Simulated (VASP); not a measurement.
C under changes of volume

One of the cells (5.519 Å³/atom); the others are scaled copies at fixed shape and fractional positions:

```
CELL_PARAMETERS angstrom
2.49356 0.00000 0.00000
-1.24678 2.15949 0.00000
0.00000 0.00000 12.30011
ATOMIC_POSITIONS crystal
C 0.66667 0.33333 0.35493
C 0.33333 0.66667 0.85493
C 0.66667 0.33333 0.14507
C 0.33333 0.66667 0.64507
C 0.66667 0.33333 0.47923
C 0.33333 0.66667 0.97923
C 0.66667 0.33333 0.02077
C 0.33333 0.66667 0.52077
C 0.00000 0.00000 0.81313
C 0.00000 0.00000 0.31313
C 0.00000 0.00000 0.68687
C 0.00000 0.00000 0.18687
```

This is a hexagonal form of diamond, not graphite.

* Program: VASP 6.6.1
* Functional: LDA
* Potentials or basis: VASP PAW LDA potentials, release 64 (C)
* Cutoff: 520 eV
* k mesh: 10 × 10 × 4
* Occupations: gaussian, width 0.02 eV
* Spin: no spin polarisation

```csv
volume (Å³/atom),energy over the lowest point (meV/atom),pressure (GPa),gap on the mesh (eV),largest force (eV/Å)
5.299,?,?,?,?
5.409,4.18,10.7,4.54,0.016
5.519,0.00,0.9,4.48,0.001
5.630,2.33,-8.1,4.43,0.016
5.740,10.58,-16.3,4.38,0.031
```

What does the run at 5.299 Å³/atom give?

Energy over the lowest point 15.47 meV/atom; pressure 21.5 GPa; gap on the mesh 4.59 eV; largest force 0.034 eV/Å.

Worked out: A Birch-Murnaghan fit of order 2 (a polynomial in V^(-2/3)) to the other rows has its minimum at 5.53 Å³/atom with B0 = V·E''(V) = 469 GPa at fixed shape and positions, which overstates the stiffness. It gives 15.55 meV/atom at 5.299 Å³/atom, against the run's 15.47, and -dE/dV = 22.1 GPa, against 21.5. A straight line through the other rows of the gap, of slope -2.68 eV per unit of ln V, extrapolates to 4.59 eV, against the run's 4.59.

Energies are extrapolated to zero smearing.

A mesh can miss the band edges.
